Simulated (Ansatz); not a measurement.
A plane-wave DFT run in Ansatz 0.2.0 (scalar-relativistic PAW potentials unless the input names others): input and command.

```yaml
crystal:
  lattice:
    - [13.0, 0.0, 0.0]
    - [0.0, 13.3, 0.0]
    - [0.0, 0.0, 2.6369890787]
  atoms:
    - { symbol: Pt, position: [0.3360505309, 0.5, 0.0] }
    - { symbol: Pt, position: [0.7012793375, 0.5, 0.0] }
    - { symbol: Pt, position: [0.6558675289, 0.3277513647, 0.5] }
    - { symbol: Pt, position: [0.6558675289, 0.6722486353, 0.5] }
    - { symbol: Pt, position: [0.51341901, 0.5, 0.5] }
    - { symbol: Pt, position: [0.4714547225, 0.3279871203, 0.0] }
    - { symbol: Pt, position: [0.4714547225, 0.6720128797, 0.0] }
basis:
  ecutwfc: 420
kpoints:
  mp_grid: { grid: [1, 1, 14] }
hamiltonian:
  xc: pbe
  hubbard: { sites: [{ species: Pt, l: d, u_eff: 5.0 }], double_counting: fll }
scf:
  occupations: { method: gaussian, width: 0.05 }
output:
  forces: true
  eigenvalues: true
  stress: true
```

```bash
ansatz run input.yaml --threads 4 --pin off --max-ram 11264MiB --backend cpu --events-out ev --progress --plain --runs-dir out
```

Abridged log:
```
Basis set: ecut = 420 eV, 8987 PW (Γ), exchange–correlation on 180×180×36 points (8 copies of the dense FFT grid, shifted against one another)
Bands: 76, of which v1, the nominal top of the filled ones, is band 63 counted from 1 (62 counted from 0)
Symmetry: 4 space group operations
k-points: 8 of 14
SCF iter   1: F=—  HF=-87639.641057 eV  |F-HF|=—  |Δ(HF+E_count)|=         —  Δρ=2.68e-2  dr2=3.54e0  ethr=2.71e-3  ⟨swp⟩=2.0  Hψ=3114  notcnv=0
SCF iter   2: F=—  HF=-87639.459826 eV  |F-HF|=—  |Δ(HF+E_count)|=   1.81e-1  Δρ=2.24e-2  dr2=2.23e0  ethr=2.71e-3  ⟨swp⟩=3.1  Hψ=725  notcnv=0
SCF iter   3: F=—  HF=-87639.152487 eV  |F-HF|=—  |Δ(HF+E_count)|=   3.07e-1  Δρ=9.89e-3  dr2=3.21e-1  ethr=1.77e-3  ⟨swp⟩=2.0  Hψ=1043  notcnv=0  defer=45
SCF iter   4: F=—  HF=-87639.309802 eV  |F-HF|=—  |Δ(HF+E_count)|=   1.57e-1  Δρ=9.15e-3  dr2=8.93e-1  ethr=2.55e-4  ⟨swp⟩=2.0  Hψ=902  notcnv=0  defer=45
SCF iter   5: F=—  HF=-87639.290279 eV  |F-HF|=—  |Δ(HF+E_count)|=   1.95e-2  Δρ=7.35e-3  dr2=4.97e-1  ethr=2.55e-4  ⟨swp⟩=2.0  Hψ=703  notcnv=0  defer=49
SCF iter   6: F=—  HF=-87639.295147 eV  |F-HF|=—  |Δ(HF+E_count)|=   4.87e-3  Δρ=3.40e-3  dr2=6.26e-2  ethr=2.55e-4  ⟨swp⟩=2.0  Hψ=647  notcnv=0  defer=49
SCF iter   7: F=—  HF=-87639.312147 eV  |F-HF|=—  |Δ(HF+E_count)|=   1.70e-2  Δρ=2.40e-3  dr2=5.22e-2  ethr=4.97e-5  ⟨swp⟩=2.0  Hψ=615  notcnv=0  defer=49
SCF iter   8: F=—  HF=-87639.314002 eV  |F-HF|=—  |Δ(HF+E_count)|=   1.85e-3  Δρ=1.21e-3  dr2=9.61e-3  ethr=4.15e-5  ⟨swp⟩=1.4  Hψ=602  notcnv=0  defer=49
   ...
SCF iter  11: F=—  HF=-87639.316791 eV  |F-HF|=—  |Δ(HF+E_count)|=   4.41e-5  Δρ=2.41e-4  dr2=1.39e-4  ethr=1.68e-6  ⟨swp⟩=1.1  Hψ=600  notcnv=0  defer=49
SCF iter  12: F=—  HF=-87639.316863 eV  |F-HF|=—  |Δ(HF+E_count)|=   7.22e-5  Δρ=1.51e-4  dr2=1.17e-4  ethr=1.10e-7  ⟨swp⟩=2.1  Hψ=855  notcnv=0  defer=49
SCF iter  13: F=—  HF=-87639.316914 eV  |F-HF|=—  |Δ(HF+E_count)|=   5.10e-5  Δρ=9.65e-5  dr2=7.34e-5  ethr=9.30e-8  ⟨swp⟩=1.1  Hψ=560  notcnv=0  defer=49
SCF iter  14: F=—  HF=-87639.317067 eV  |F-HF|=—  |Δ(HF+E_count)|=   1.53e-4  Δρ=5.40e-5  dr2=1.15e-5  ethr=5.82e-8  ⟨swp⟩=1.1  Hψ=560  notcnv=0  defer=49
SCF iter  15: F=—  HF=-87639.317073 eV  |F-HF|=—  |Δ(HF+E_count)|=   5.84e-6  Δρ=2.79e-5  dr2=2.44e-6  ethr=9.10e-9  ⟨swp⟩=2.0  Hψ=816  notcnv=0  defer=49
SCF iter  16: F=—  HF=-87639.317075 eV  |F-HF|=—  |Δ(HF+E_count)|=   2.64e-6  Δρ=1.52e-5  dr2=9.50e-7  ethr=1.94e-9  ⟨swp⟩=2.4  Hψ=875  notcnv=0  defer=49
SCF iter  17: F=—  HF=-87639.317077 eV  |F-HF|=—  |Δ(HF+E_count)|=   1.30e-6  Δρ=8.28e-6  dr2=4.57e-7  ethr=7.54e-10  ⟨swp⟩=1.5  Hψ=637  notcnv=0  defer=49
SCF iter  18: F=-87639.317077 eV  HF=-87639.317077 eV  |F-HF|=9.85e-8  |Δ(HF+E_count)|=   5.80e-7  Δρ=3.18e-6  dr2=5.06e-8  ethr=7.94e-11  ⟨swp⟩=14.4  Hψ=2865  notcnv=0
SCF 1 converged in 18 iterations: F = -87639.317077 eV  dr2 = 5.06e-8
SCF converged after 18 iterations
Free energy (F): -87639.317077 eV
Harris-Foulkes:  -87639.317077 eV  (|F-HF|=9.85e-8)
Internal energy: -87639.307052 eV  (E = F + TS)
E sigma→0 (E₀):  -87639.312065 eV
Entropy (-TS):   -0.010026 eV (-1.432 meV/atom)
Fermi energy:    0.261603 eV
--- Forces (eV/Å), atoms counted from 1 ---
  atom   1  Pt    -0.26354291     0.00000000     0.00000000
  atom   2  Pt     0.18453850     0.00000000     0.00000000
  atom   3  Pt     0.25403216    -0.12734931     0.00000000
  atom   4  Pt     0.25403216     0.12734931     0.00000000
  atom   5  Pt     0.51243862     0.00000000     0.00000000
  atom   6  Pt    -0.47078536    -0.26588438     0.00000000
  atom   7  Pt    -0.47078536     0.26588438     0.00000000
--- Stress (GPa, compression-positive) ---
        0.889825       0.000000       0.000000
        0.000000       0.638766       0.000000
        0.000000       0.000000       2.109976
  P = ⅓ Tr σ = 1.2129 GPa (12.129 kbar)
Occupation matrices written to <dir>
```

Apart from outputs, empty bands and the relaxation, which only the reference makes, the input differs from a reference run on usual settings in hamiltonian.hubbard: not typed → {"sites": [{"species": "Pt", "l": "d", "u_eff": 5.0}], "double_counting": "fll"}. The reference, at the same geometry, ended its own course with pressure 0.01 GPa (averaged over a cell that holds vacuum), largest force 0.008 eV/Å, no gap on the mesh. This run converged in 18 SCF iterations with an energy at zero smearing 2.1 eV/atom above the reference's (the Hamiltonian itself differs), pressure 1.21 GPa (averaged over a cell that holds vacuum), largest force 0.541 eV/Å, no gap on the mesh.

Time: 18 s on 4 threads of AMD EPYC 7R43 64-Core Processor (Zen 3), with other jobs on the host, peak memory 1.1 GiB.